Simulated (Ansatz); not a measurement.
Base system: BaSnO3 in the cubic perovskite structure (space group Pm-3m, No. 221).

```
BaSnO3
1.0
    4.12186     0.00000     0.00000
    0.00000     4.12186     0.00000
    0.00000     0.00000     4.12186
Ba Sn O
1 1 3
Direct
  0.00000   0.00000   0.00000
  0.50000   0.50000   0.50000
  0.00000   0.50000   0.50000
  0.50000   0.50000   0.00000
  0.50000   0.00000   0.50000
```

All numbers come from Ansatz (a program for electronic structure), PBEsol, PAW, cutoff 420 eV, spin-orbit coupling left out.

For the base:

```
Quantity                     Result
-------------------  --------------
Electron mass        0.16 mₑ (at Γ)
Smallest direct gap         1.34 eV
```

It is then changed as follows: every lattice vector is shortened by 1.47 %; the atoms relax in the strained cell.

Q: Estimate the effect on the electron mass, smallest direct gap and energy relative to the base.

A: The electron mass changes from 0.16 mₑ (at Γ) to 0.19 mₑ (at Γ); the smallest direct gap goes up by 0.55 eV to 1.89 eV; the energy rises by 14 meV/atom.

Masses are band curvatures over ±0.01 Å⁻¹ around the edge. No phonon test of stability was made.
